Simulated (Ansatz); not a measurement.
Generalised stacking fault in Si2W

These are results of DFT PBEsol, scalar-relativistic, plane waves, PAW (Ansatz 0.2.0), not measurements. Settings: plane waves to 420 eV, k-mesh 15×15×3 (Γ-centred), Gaussian smearing 0.15 eV. Spin–orbit coupling is left out, which can shift energies with elements as heavy as these. No spin polarisation. Energies are free energies at this smearing, counted from the undisturbed cell; pressure is positive in compression.

Zero of the scan (relaxed at this level):

```
Si W
1.0
    -3.20250    0.00000    0.00000
     0.00000   -3.20250    0.00000
     0.00000    0.00000   15.63147
Si W
8 4
Direct
  0.50000 0.50000 0.29225
  0.00000 0.00000 0.04225
  0.50000 0.50000 0.79225
  0.00000 0.00000 0.54225
  0.50000 0.50000 0.45775
  0.00000 0.00000 0.20775
  0.50000 0.50000 0.95775
  0.00000 0.00000 0.70775
  0.00000 0.00000 0.87500
  0.50000 0.50000 0.62500
  0.00000 0.00000 0.37500
  0.50000 0.50000 0.12500
```

The cut lies on the cell's a–b face, a (0 0 1) plane (indices in the standard cell, whose axes needn't be the Cartesian ones shown) of area 10.26 Å², between layers 1.32 Å apart. Vector c is tilted by f times 1·a + 0·b (length 3.202 Å) with the atoms' Cartesian places fixed: one unrelaxed fault a cell. The cell is metallic on the mesh throughout.

```
     f  γ (mJ/m²)
0.0000          0
0.1000        448
0.2000       1698
0.3000       3433
0.4000       5062
0.5000       5779
```

By symmetry 0.6000 repeats 0.4000, 0.8000 repeats 0.2000 in energy, with the opposite slope along the path.

Cost: 6 runs of about 9.4 core-minutes in all, on Arm Neoverse V2 (shared hosts).